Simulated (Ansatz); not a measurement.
# ZnS: the change of pressure with volume per atom

All results are calculated (Ansatz 0.2.0). Periodic Kohn-Sham DFT of a crystal at fixed atoms; pressure and stress are positive in compression; the energy is the free energy less that of spherical unpolarised free atoms; site moments are those in the method's own spheres, positive along +z.

Cell of the first row (space group F-43m, No. 216):
```
cell vectors (Å)
   0.0000     2.6494     2.6494
   2.6494     0.0000     2.6494
   2.6494     2.6494     0.0000
atoms (fractions of the cell vectors)
Zn  0.00000  0.00000  0.00000
S   0.75000  0.75000  0.75000
```

Settings of every row: method all-electron PAW; functional PBEsol; relativity scalar; k mesh 9x9x9; filling fermi-dirac; smearing width 0.01 eV; nucleus gaussian.

Atom start moment: 0 on all atoms.

```
row  volume per atom (Å³)  pressure (GPa)
  1                18.598           2.752
  2                18.993           0.923
  3                19.389               ?
  4                19.587          -1.463
  5                19.785          -2.173
  6                19.983          -2.844
  7                20.181          -3.479
  8                20.576          -4.646
  9                20.972          -5.688
```

Question: what pressure should row 3 give?

Worked fit of pressure. Take u = (V_r/V)^(2/3) − 1 with V_r = 19.884 Å³ an atom, which is twice the finite (Eulerian) strain; such expansions in the strain, on which the Birch-Murnaghan equation of state is built, carry the rest volume and the bulk modulus. The shown rows have u = 0.04558, 0.03104, 0.01008, 0.00333, -0.00331, -0.00984, -0.02255, -0.03489. Least squares give pressure = −2.5134 + 101.089 × u + 300.71 × u² + 343 × u³ GPa; a parabola predicts inner rows, each left out in turn, worse (root mean square 0.0056 against 0.002 GPa). The rows lie off it by 0.001, -0.001, 0.001, 0.000, 0.001, 0.000, -0.002, 0.001. The pressure vanishes at u = 0.0232, or V = 19.21 Å³ an atom, and there the bulk modulus at fixed shape and fractions is B = −V dP/dV = (2/3)(1 + u) dP/du = 78.9 GPa. The withheld row has u = 0.01695, so the fit gives −2.5134 + 101.089 × (0.01695) + 300.71 × (0.01695)² + 343 × (0.01695)³ = -0.712 GPa.

The calculation gave -0.712 GPa. The fit meets it to the printed digit.
